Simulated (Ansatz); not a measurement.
SiC (Moissanite 6H):

```xyz
12
Lattice="3.0950 0.0000 0.0000 -1.5475 2.6803 0.0000 0.0000 0.0000 15.1700" Properties=species:S:1:pos:R:3 pbc="T T T"
Si    1.5475    0.8934    6.9524
Si    0.0000    1.7869   14.5374
Si    1.5475    0.8934   12.0101
Si    0.0000    1.7869    4.4251
Si    0.0000    0.0000    9.4812
Si    0.0000    0.0000    1.8962
C     1.5475    0.8934    5.0562
C     0.0000    1.7869   12.6412
C     1.5475    0.8934   10.1138
C     0.0000    1.7869    2.5288
C     0.0000    0.0000    7.5850
C     0.0000    0.0000    0.0000
```

- Program: Ansatz 0.2.0
- Task: relaxation of cell and atoms
- Functional: PBEsol
- Dispersion: D3(BJ)
- Potentials or basis: Ansatz PAW
- Cutoff: 420 eV (not typed: the program's choice for these potentials)
- k mesh: 10 × 10 × 2
- Occupations: fermi-dirac, width 0.05 eV
- Spin: no spin polarisation

At the start: volume 10.49 Å³/atom.

Problem. Where does the relaxation end?

Solution. It ends after 8 steps and the volume is 10.16 Å³/atom (-3.1 %); space group P6_3mc (No. 186, to 0.05 Å).

Step by step:
```
step  energy change (eV)  largest force (eV/Å)  volume (Å³)
   1              0.0000                0.1433       125.85
   2             -0.0729                0.0727       123.68
   3             -0.0937                0.0139       121.87
   4             -0.0936                0.0062       121.95
   5             -0.0936                0.0001       121.95
   6             -0.0873                0.0002       121.95
   7             -0.0875                0.0001       121.91
   8             -0.0874                0.0001       121.91
```

Final structure:
```
Si C
1.0
     3.06137    0.00000    0.00000
    -1.53069    2.65123    0.00000
     0.00000    0.00000   15.01969
Si C
6 6
Direct
  0.66667 0.33333 0.45832
  0.33333 0.66667 0.95832
  0.66667 0.33333 0.79182
  0.33333 0.66667 0.29182
  0.00000 0.00000 0.62503
  0.00000 0.00000 0.12503
  0.66667 0.33333 0.33332
  0.33333 0.66667 0.83332
  0.66667 0.33333 0.66682
  0.33333 0.66667 0.16682
  0.00000 0.00000 0.49969
  0.00000 0.00000 0.99969
```

Caveat: the plane-wave basis is chosen anew once the cell has moved, so the energies of steps on either side of that aren't comparable; the pressure holds a Pulay correction of +0.3 GPa for the finite cutoff; the PAW data sets come from PBE, with cores solved anew for the run's functional, which leaves a small shift of forces and pressure.
